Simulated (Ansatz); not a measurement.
# GeH2: the cost of one run

Method: DFT PBEsol, scalar-relativistic, plane waves, PAW, in Ansatz 0.2.0.

## Step 1: The starting structure

Symmetry: I4/mmm, No. 139, tetragonal system. Conventional cell: a = 3.464 Å, b = 3.464 Å, c = 4.238 Å, α = 90.00°, β = 90.00°, γ = 90.00°. Hf (site symmetry 4/mmm) is surrounded by 8 H at 2.03 Å. H (site symmetry -4m2) is surrounded by 4 Hf at 2.03 Å.

As a file:

```xyz
3
Lattice="-1.7321 1.7321 2.1188 1.7321 -1.7321 2.1188 1.7321 1.7321 -2.1188" Properties=species:S:1:pos:R:3 pbc="T T T"
Hf    0.0000    0.0000    0.0000
H     0.0000    1.7321    1.0594
H     1.7321    0.0000    1.0594
```

It is the result of an earlier relaxation at this level (volume 8.48 Å³/atom; gap on the mesh: none (metal)).

## Step 2: Swap Hf → Ge

The start of GeH2: fractional positions of relaxed HfH2, cell scaled by 0.856, a guess from tabulated radii.

## Step 3: A first look at the start (GeH2)

Contents of input.yaml:

```yaml
crystal:
  lattice:
    - [-1.4832161811, 1.4832161811, 1.8143460818]
    - [1.4832161811, -1.4832161811, 1.8143460818]
    - [1.4832161811, 1.4832161811, -1.8143460818]
  atoms:
    - { symbol: Ge, position: [0.0, 0.0, 0.0] }
    - { symbol: H, position: [0.75, 0.25, 0.5] }
    - { symbol: H, position: [0.25, 0.75, 0.5] }
basis:
  ecutwfc: 420
kpoints:
  mp_grid: { grid: [8, 8, 8] }
hamiltonian:
  xc: pbesol
scf:
  occupations: { method: gaussian, width: 0.1 }
output:
  forces: true
  stress: true
  eigenvalues: true
```

Run with:

```sh
$ ansatz run input.yaml --threads 1 --pin off --max-ram 2560MiB --backend cpu --events-out ev --progress --plain --runs-dir out
```

What time and memory should one allow on 1 thread of Arm Neoverse V1, shared host?

About 1.1 s, with a peak of 0.26 GiB.
